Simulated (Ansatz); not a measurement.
# BaH2 (P6_3/mmc) in Ansatz: further runs

One crystal, BaH2, is run at these levels: LDA, PBEsol; tasks: relaxation of cell and atoms.

Everything below comes from runs of Ansatz 0.2.0. Logs are shortened: lines on timing, memory, paths and dates and some standing lists are left out, and cuts for length are marked.

### 1 The crystal as given

It takes space group P6_3/mmc (No. 194, hexagonal). Conventional cell: a = 4.462 Å, b = 4.462 Å, c = 6.055 Å, α = 90.00°, β = 90.00°, γ = 120.00°. Ba (site symmetry -6m2) has 3 H at 2.58 Å as nearest neighbours. H (site symmetry -3m) is surrounded by 6 Ba at 2.99 Å and 8 H at 2.99 to 3.03 Å. Around H (site symmetry -6m2) lie 3 Ba at 2.58 Å.

The cell comes from a database or a generator and needn't be the stable form of this composition.

### 2 Relaxation of cell and atoms, LDA

input.yaml

```yaml
crystal:
  lattice:
    - [4.4620250523, 0.0, 0.0]
    - [-2.2310125262, 3.8642270477, 0.0]
    - [0.0, 0.0, 6.05529259]
  atoms:
    - { symbol: Ba, position: [0.3333333333, 0.6666666667, 0.25] }
    - { symbol: Ba, position: [0.6666666667, 0.3333333333, 0.75] }
    - { symbol: H, position: [0.0, 0.0, 0.0] }
    - { symbol: H, position: [0.0, 0.0, 0.5] }
    - { symbol: H, position: [0.6666666667, 0.3333333333, 0.25] }
    - { symbol: H, position: [0.3333333333, 0.6666666667, 0.75] }
hamiltonian:
  xc: lda
  pseudopotentials: { kind: paw }
kpoints:
  mp_grid: { grid: [7, 7, 5] }
scf:
  occupations: { method: fermi_dirac, width: 0.05 }
output:
  forces: true
  stress: true
  write_density: true
  write_potential: true
  elf: true
  volumetric_format: npy
relax:
  f_tol: 0.01
  max_steps: 40
  cell: { stress_tol: 0.05 }
```

Potentials or basis: Ansatz PAW.

The run is started by

```console
$ ansatz run input.yaml --threads 2 --pin off --max-ram 5632MiB --backend cpu --events-out ev --progress --plain --runs-dir out
```

Output:

```text
Warning: RAYON_NUM_THREADS=2 ignored (pool sized by the plan → 2); use --threads N
Engine: ansatz 0.2.0, x86_64-unknown-linux-gnu
Pseudopotentials: kind: paw
Pseudopotential: Ba, paw, valence charge 10, recommended cutoff 420 eV (normal), Ba.paw.azcp
Pseudopotential: H, paw, valence charge 1, recommended cutoff 420 eV (normal), H.paw.azcp
Functional definition: SPW92
  exchange = slater_x
  correlation = pw_c
Crystal: 6 atoms, lattice volume = 104.407 Å³
Basis set: ecut = 420 eV, 2055 PW (Γ)
Bands: 18, of which v1, the nominal top of the filled ones, is band 12 counted from 1 (11 counted from 0)
Symmetry: 24 space group operations
Space group: P63/mmc (ITA 194), of the structure as read, at distance tolerance 4.7e-5 Å
k-points: 24 of 245
Non-local potential: Ba, projectors of the file, l = 0: 3, l = 1: 2, l = 2: 2, l = 3: 2
Non-local potential: H, projectors of the file, l = 0: 2, l = 1: 1
PAW form: soft (Blöchl's): semilocal exchange-correlation on the pseudo side does not see the compensation charge
PAW frozen core: Ba, regenerated for the run's functional, and the local potential with it (the file was generated under x = pbe(κ = 0.804, μ = 0.2195149727645171), c = pbe(β = 0.06672455060314922))
PAW one-centre angular grid: Ba, 194 points (default); XC on 64 Gauss nodes
PAW one-centre angular grid: H, 110 points (default); XC on 64 Gauss nodes
Initial density: superposition of atomic densities (neutral atoms: chi_scale 0, normalization atom), corrected by the library's trained network
Initial wavefunctions: pseudopotential atomic-orbital guess
Functional: x = slater, c = lda
SCF iter   1: F=—  HF=-11624.907995 eV  |F-HF|=—  |Δ(HF+E_count)|=         —  Δρ=1.06e-2  dr2=1.05e-1  ethr=1.77e-3  ⟨swp⟩=7.4  Hψ=2778  notcnv=0
preconditioner: auto → Resta (q_TF=auto, 2.135 Å⁻¹)  ε∞=2.9  [insulator: Δε(μ)=1.483 eV  Ē_g=11.847 eV  σ=0.050 eV  W_gap=1.00  n_scr=22 (ndim 8)  ℏωp=16.3 eV  f_vac=0.000  D(μ)=0.00/eV (n_scr^D=0)  ε∞_Penn≈2.9]
SCF iter   2: F=—  HF=-11624.877402 eV  |F-HF|=—  |Δ(HF+E_count)|=   3.06e-2  Δρ=4.06e-3  dr2=1.52e-2  ethr=4.38e-4  ⟨swp⟩=2.7  Hψ=817  notcnv=0  defer=34
SCF iter   3: F=—  HF=-11624.872840 eV  |F-HF|=—  |Δ(HF+E_count)|=   4.56e-3  Δρ=4.43e-4  dr2=1.45e-4  ethr=6.35e-5  ⟨swp⟩=2.0  Hψ=543  notcnv=0  defer=36
SCF iter   4: F=—  HF=-11624.872860 eV  |F-HF|=—  |Δ(HF+E_count)|=   2.02e-5  Δρ=8.48e-5  dr2=6.30e-6  ethr=6.04e-7  ⟨swp⟩=2.0  Hψ=564  notcnv=0  defer=36
SCF iter   5: F=—  HF=-11624.872860 eV  |F-HF|=—  |Δ(HF+E_count)|=   6.55e-7  Δρ=1.21e-5  dr2=7.97e-8  ethr=2.62e-8  ⟨swp⟩=2.8  Hψ=689  notcnv=0  defer=36
SCF iter   6: F=-11624.872860 eV  HF=-11624.872860 eV  |F-HF|=9.04e-10  |Δ(HF+E_count)|=   3.22e-8  Δρ=1.92e-6  dr2=3.05e-9  ethr=3.32e-10  ⟨swp⟩=6.4  Hψ=2378  notcnv=0
SCF 1 converged in 6 iterations: F = -11624.872860 eV  dr2 = 3.05e-9
relax step   1: F+E_penalty+E_count = -11624.87285962 eV  Δ(F+E_penalty+E_count) = +0.000e0 eV  max|allowed force component| = 2.780e-17 eV/Å  Δτ_max = 0.0000 Å  P = -3.512 GPa  Ω = 104.407 Å³  (6 SCF iters, dr2 threshold 1.00e-7 eV, accepted)
Crystal: 6 atoms, lattice volume = 90.500 Å³
Basis set: ecut = 420 eV, 1753 PW (Γ)
Initial density: handed on by an earlier stage of this run
Initial wavefunctions: those handed on with the density
iter 1 solved again at ethr=3.11e-4 eV; its pass at ethr=3.10e-3 eV (dr2=7.45e-2 eV) is discarded
SCF iter   1: F=—  HF=-11625.011776 eV  |F-HF|=—  |Δ(HF+E_count)|=         —  Δρ=8.57e-3  dr2=7.47e-2  ethr=3.11e-4  ⟨swp⟩=1.0  Hψ=3300  notcnv=0
preconditioner: auto → Resta (q_TF=auto, 2.187 Å⁻¹)  ε∞=3.1  [insulator: Δε(μ)=1.972 eV  Ē_g=12.020 eV  σ=0.050 eV  W_gap=1.00  n_scr=22 (ndim 8)  ℏωp=17.5 eV  f_vac=0.000  D(μ)=0.00/eV (n_scr^D=0)  ε∞_Penn≈3.1]
SCF iter   2: F=—  HF=-11624.987609 eV  |F-HF|=—  |Δ(HF+E_count)|=   2.42e-2  Δρ=3.32e-3  dr2=1.28e-2  ethr=3.11e-4  ⟨swp⟩=2.1  Hψ=657  notcnv=0
SCF iter   3: F=—  HF=-11624.983062 eV  |F-HF|=—  |Δ(HF+E_count)|=   4.55e-3  Δρ=4.82e-4  dr2=1.10e-4  ethr=5.34e-5  ⟨swp⟩=2.2  Hψ=702  notcnv=0
SCF iter   4: F=—  HF=-11624.983108 eV  |F-HF|=—  |Δ(HF+E_count)|=   4.59e-5  Δρ=6.00e-5  dr2=3.28e-6  ethr=4.59e-7  ⟨swp⟩=2.7  Hψ=707  notcnv=0
SCF iter   5: F=-11624.983107 eV  HF=-11624.983107 eV  |F-HF|=2.46e-8  |Δ(HF+E_count)|=   5.98e-7  Δρ=7.33e-6  dr2=6.20e-8  ethr=2.50e-9  ⟨swp⟩=9.3  Hψ=2896  notcnv=0
SCF 2 converged in 5 iterations: F = -11624.983107 eV  dr2 = 6.20e-8
[... 21 lines left out ...]
Crystal: 6 atoms, lattice volume = 93.043 Å³
iter 1 solved again at ethr=1.29e-8 eV; its pass at ethr=3.10e-3 eV (dr2=3.11e-6 eV) is discarded
SCF iter   1: F=—  HF=-11625.014026 eV  |F-HF|=—  |Δ(HF+E_count)|=         —  Δρ=5.38e-5  dr2=3.40e-6  ethr=1.29e-8  ⟨swp⟩=3.4  Hψ=3228  notcnv=0
preconditioner: auto → Resta (q_TF=auto, 2.177 Å⁻¹)  ε∞=3.1  [insulator: Δε(μ)=1.918 eV  Ē_g=12.004 eV  σ=0.050 eV  W_gap=1.00  n_scr=20 (ndim 8)  ℏωp=17.2 eV  f_vac=0.000  D(μ)=0.00/eV (n_scr^D=0)  ε∞_Penn≈3.1]
SCF iter   2: F=—  HF=-11625.014025 eV  |F-HF|=—  |Δ(HF+E_count)|=   1.02e-6  Δρ=2.37e-5  dr2=7.16e-7  ethr=1.29e-8  ⟨swp⟩=2.4  Hψ=544  notcnv=0
SCF iter   3: F=—  HF=-11625.014025 eV  |F-HF|=—  |Δ(HF+E_count)|=   2.13e-7  Δρ=4.64e-6  dr2=1.69e-8  ethr=2.98e-9  ⟨swp⟩=2.8  Hψ=729  notcnv=0
SCF iter   4: F=-11625.014025 eV  HF=-11625.014025 eV  |F-HF|=1.02e-10  |Δ(HF+E_count)|=  3.33e-10  Δρ=4.50e-7  dr2=1.95e-10  ethr=2.99e-11  ⟨swp⟩=8.0  Hψ=2338  notcnv=0
SCF 5 converged in 4 iterations: F = -11625.014025 eV  dr2 = 1.95e-10
relax step   5: F+E_penalty+E_count = -11625.01402488 eV  Δ(F+E_penalty+E_count) = -4.653e-5 eV  max|allowed force component| = 4.173e-17 eV/Å  Δτ_max = 0.0000 Å  P = -0.001 GPa  Ω = 93.043 Å³  energy of the carried Pulay correction = +4.366e-3 eV  (4 SCF iters, dr2 threshold 7.17e-9 eV, accepted)
Initial wavefunctions: pseudopotential atomic-orbital guess (no wavefunctions were taken with the density)
iter 1 solved again at ethr=4.33e-7 eV; its pass at ethr=3.10e-3 eV (dr2=1.04e-4 eV) is discarded
SCF iter   1: F=—  HF=-11625.010822 eV  |F-HF|=—  |Δ(HF+E_count)|=         —  Δρ=1.84e-4  dr2=3.14e-6  ethr=4.33e-7  ⟨swp⟩=3.5  Hψ=3869  notcnv=0
preconditioner: auto → Resta (q_TF=auto, 2.177 Å⁻¹)  ε∞=3.1  [insulator: Δε(μ)=1.916 eV  Ē_g=12.004 eV  σ=0.050 eV  W_gap=1.00  n_scr=20 (ndim 8)  ℏωp=17.2 eV  f_vac=0.000  D(μ)=0.00/eV (n_scr^D=0)  ε∞_Penn≈3.1]
SCF iter   2: F=—  HF=-11625.010829 eV  |F-HF|=—  |Δ(HF+E_count)|=   6.71e-6  Δρ=9.38e-5  dr2=7.59e-7  ethr=1.31e-8  ⟨swp⟩=1.1  Hψ=446  notcnv=0
SCF iter   3: F=—  HF=-11625.010830 eV  |F-HF|=—  |Δ(HF+E_count)|=   1.04e-6  Δρ=2.90e-6  dr2=1.24e-9  ethr=3.16e-9  ⟨swp⟩=2.2  Hψ=551  notcnv=0
SCF iter   4: F=-11625.010830 eV  HF=-11625.010830 eV  |F-HF|=5.46e-12  |Δ(HF+E_count)|=   1.38e-9  Δρ=1.37e-7  dr2=8.21e-12  ethr=1.00e-12  ⟨swp⟩=8.2  Hψ=2558  notcnv=0
SCF 6 converged in 4 iterations: F = -11625.010830 eV  dr2 = 8.21e-12
relax step   6: F+E_penalty+E_count = -11625.01082975 eV  Δ(F+E_penalty+E_count) = +3.195e-3 eV  max|allowed force component| = 1.855e-17 eV/Å  Δτ_max = 0.0000 Å  P = -0.029 GPa  Ω = 93.043 Å³  stress off target by 3.86e-2 GPa  SCF on the basis re-selected at this cell (its energy is not comparable with the rows above)  (4 SCF iters)
basis re-selected at this cell: Δ(F+E_penalty+E_count) = +3.195e-3 eV, ΔP = -0.028 GPa vs the last step (what re-selecting the basis moved, of the pressure what is left beyond the Pulay correction that the steps carried, after the strain that the cell walked since its last selection, with what the two solves' SCF thresholds leave and, on support functions, any second-order correction that the steps lacked; it is no measure of the basis error at this ecutwfc). The dense FFT grid was sized anew with the basis: this SCF ran on 30×30×40 points, the steps before it on 30×30×45, so part of this shift can come from that change (see relax.cell in the input reference). This SCF's stress stands 3.86e-2 GPa from its target on what of the cell is left free (relax.cell.stress_tol is 5.00e-2 GPa) and its largest allowed force component is 1.86e-17 eV/Å (relax.f_tol is 1.00e-2 eV/Å): within both
SCF converged after 4 iterations
Free energy (F): -11625.010830 eV
Harris-Foulkes:  -11625.010830 eV  (|F-HF|=5.46e-12)
Internal energy: -11625.010830 eV  (E = F + TS)
E sigma→0 (E₀):  -11625.010830 eV
Fermi energy:    7.912508 eV
--- Per-component energies (eV) ---
  E_band       = -96.433073
  E_kinetic    = 391.808869
  E_local      = -536.812360  (includes V_loc(G=0)·N_el)
  E_nonlocal   = 125.360214
  E_hartree    = 161.338344
  E_xc         = -370.784582
  E_vxc        = -319.990501  (∫ρ·V_xc dr)
  E_paw        = -10117.122904  (= ΣΔE_a)
  E_vpaw       = -79.471749  (= ΣTr[D̂ρ^β])
  E_aug_tail   = -0.004231  (compensation charges beyond the density's cutoff)
  E_ewald      = -1279.359211
  E_core_change = 0.565031  (= ΣΔE_core)
  E_smearing   = -0.000000  (= −TS)
  E_closure    = 0.000000  (closes the sum)
  Σ components = -11625.010830   (vs F -11625.010830, Δ=0.00e0)
--- Forces (eV/Å), atoms counted from 1 ---
  atom   1  Ba     0.00000000     0.00000000     0.00000000
  atom   2  Ba    -0.00000000    -0.00000000     0.00000000
  atom   3  H      0.00000000    -0.00000000     0.00000000
  atom   4  H      0.00000000    -0.00000000     0.00000000
  atom   5  H     -0.00000000     0.00000000     0.00000000
  atom   6  H      0.00000000    -0.00000000     0.00000000
  max |Σ_I F_I| component: 5.35e-18 eV/Å
--- Stress (GPa, compression-positive) ---
       -0.024065       0.000000       0.000000
        0.000000      -0.024065       0.000000
        0.000000       0.000000      -0.038618
  P = ⅓ Tr σ = -0.0289 GPa (-0.289 kbar)
--- Band table (eV; the first three rows and the last of 24) ---
  k-point 0: bands = ["-19.7960", "-19.4912", "-5.8149", "-4.7781", "-4.7781", "-4.3848", "-4.3848", "-4.2187", "2.5998", "3.8387", "6.9263", "6.9721", "9.7367", "9.7367", "10.7534", "10.7534", "10.9823", "10.9823"]
  k-point 1: bands = ["-19.7679", "-19.5213", "-5.6958", "-4.7417", "-4.7417", "-4.4235", "-4.4235", "-4.4208", "2.9002", "3.9671", "6.6988", "6.9932", "9.4986", "9.4986", "10.4330", "10.4330", "11.4310", "11.4310"]
  k-point 2: bands = ["-19.6933", "-19.5992", "-5.3601", "-4.8823", "-4.6453", "-4.6453", "-4.5238", "-4.5238", "3.5671", "4.0452", "6.4828", "6.7959", "9.4296", "9.4296", "9.7622", "9.7622", "10.9660", "11.8323"]
  k-point 23: bands = ["-19.6009", "-19.5835", "-5.6789", "-5.6337", "-5.0879", "-4.8357", "-4.4193", "-4.3471", "5.2125", "5.2731", "5.5917", "5.6192", "8.9099", "8.9969", "11.0568", "11.6299", "12.4853", "12.5717"]
--- Relaxed structure (5 steps of the walk, 5 accepted, 1 SCFs on fresh bases) ---
  F+E_penalty+E_count = -11625.01082975 eV   max|allowed force component| = 1.855e-17 eV/Å   (the final SCF, on the basis selected at the relaxed cell)
  cell:  # Å, volume = 93.0431 Å³
    - [4.348065521859559, 2.8130276833560064e-11, 0.0]
    - [-2.174032760954141, 3.765535199235556, 0.0]
    - [0.0, 0.0, 5.682786836858514]
  atoms:
    - { symbol: Ba, position: [0.3333333333333332, 0.6666666666666665, 0.24999999999999997] }
    - { symbol: Ba, position: [0.6666666666666665, 0.3333333333333332, 0.7499999999999999] }
    - { symbol: H, position: [2.297078160699134e-35, 1.6267215328437175e-35, -2.1341864955155503e-35] }
    - { symbol: H, position: [-7.612776606810186e-36, -1.0729439897536145e-35, 0.49999999999999994] }
    - { symbol: H, position: [0.6666666666666665, 0.3333333333333332, 0.24999999999999997] }
    - { symbol: H, position: [0.3333333333333332, 0.6666666666666665, 0.7499999999999999] }
```

Run time: 2.5 s. Hardware: 2 threads of AMD EPYC 9R45 (Zen 5), shared host; peak memory 0.43 GiB.

What came out:

```
Free energy                            : -11625.0108 eV
Relaxed volume                         : 15.51 Å³/atom
Relaxed cell                           : a = 4.348 Å, b = 4.348 Å, c = 5.683 Å, α = 90.00°, β = 90.00°, γ = 120.00°
Space group after relaxing (to 0.05 Å) : P6_3/mmc (No. 194)
Energy gained by relaxing              : 23.0 meV/atom
Ionic steps                            : 6
Pressure after relaxing                : 0.0 GPa
Band gap on the k mesh                 : 1.92 eV, indirect (least direct gap 2.51 eV)
```

Step by step:
```tsv
step	energy change (eV)	largest force (eV/Å)	volume (Å³)
1	0.0000	0.0000	104.41
2	-0.1102	0.0000	90.50
3	-0.1397	0.0000	93.70
4	-0.1411	0.0000	93.12
5	-0.1412	0.0000	93.04
6	-0.1380	0.0000	93.04
```

Final structure:
```
CELL_PARAMETERS angstrom
4.34807 0.00000 0.00000
-2.17403 3.76554 0.00000
0.00000 0.00000 5.68279
ATOMIC_POSITIONS crystal
Ba 0.33333 0.66667 0.25000
Ba 0.66667 0.33333 0.75000
H 0.00000 0.00000 0.00000
H 0.00000 0.00000 0.50000
H 0.66667 0.33333 0.25000
H 0.33333 0.66667 0.75000
```

Levels at points of the mesh, in eV from the valence-band top:
| k point | band 8 | band 9 | band 10 | band 11 | band 12 | band 13 | band 14 | band 15 | band 16 | band 17 |
| --- | --- | --- | --- | --- | --- | --- | --- | --- | --- | --- |
| (0.00, 0.00, 0.00) | -11.21 | -4.39 | -3.15 | -0.07 | -0.02 | 2.74 | 2.74 | 3.76 | 3.76 | 3.99 |

Caveat: odd divisions of the mesh miss points on the zone boundary, where band edges often lie, so the gap on the mesh can be too wide; the plane-wave basis is chosen anew once the cell has moved, so the energies of steps on either side of that aren't comparable; spin-orbit coupling is left out, which moves the levels of the heavy elements; the PAW data sets come from PBE, with cores solved anew for the run's functional, which leaves a small shift of forces and pressure. A k mesh can miss the band edges.

### 3 Relaxation of cell and atoms, PBEsol

Changes to input.yaml since step 2:

```diff
@@ -13,3 +13,3 @@
 hamiltonian:
-  xc: lda
+  xc: pbesol
   pseudopotentials: { kind: paw }
@@ -22,6 +22,2 @@
   stress: true
-  write_density: true
-  write_potential: true
-  elf: true
-  volumetric_format: npy
 relax:
```

Potentials or basis: Ansatz PAW.

The run is started by

```console
$ ansatz run input.yaml --threads 2 --pin off --max-ram 5632MiB --backend cpu --events-out ev --progress --plain --runs-dir out
```

Wall time 2.4 s (2 threads of AMD EPYC 9R45 (Zen 5), shared host); peak memory 0.44 GiB.

It converged, with:

```yaml
Free_energy: -11790.9779 eV
Relaxed_volume: 16.08 Å³/atom
Relaxed_cell: a = 4.385 Å, b = 4.385 Å, c = 5.796 Å, α = 90.00°, β = 90.00°, γ = 120.00°
Space_group_after_relaxing_to_0.05_Å: P6_3/mmc (No. 194)
Energy_gained_by_relaxing: 10.3 meV/atom
Ionic_steps: 6
Pressure_after_relaxing: 0.0 GPa
Band_gap_on_the_k_mesh: 1.94 eV
```

The path:
```
step  energy change (eV)  largest force (eV/Å)  volume (Å³)
   1              0.0000                0.0000       104.41
   2             -0.0437                0.0000        93.76
   3             -0.0633                0.0000        97.02
   4             -0.0642                0.0000        96.61
   5             -0.0643                0.0000        96.49
   6             -0.0618                0.0000        96.49
```

Final structure:
```
Ba H
1.0
     4.38457    0.00000    0.00000
    -2.19228    3.79714    0.00000
     0.00000    0.00000    5.79571
Ba H
2 4
Direct
  0.33333 0.66667 0.25000
  0.66667 0.33333 0.75000
  0.00000 0.00000 0.00000
  0.00000 0.00000 0.50000
  0.66667 0.33333 0.25000
  0.33333 0.66667 0.75000
```

Caveat: odd divisions of the mesh miss points on the zone boundary, where band edges often lie, so the gap on the mesh can be too wide; the plane-wave basis is chosen anew once the cell has moved, so the energies of steps on either side of that aren't comparable; spin-orbit coupling is left out, which moves the levels of the heavy elements; the PAW data sets come from PBE, with cores solved anew for the run's functional, which leaves a small shift of forces and pressure. A k mesh can miss the band edges.
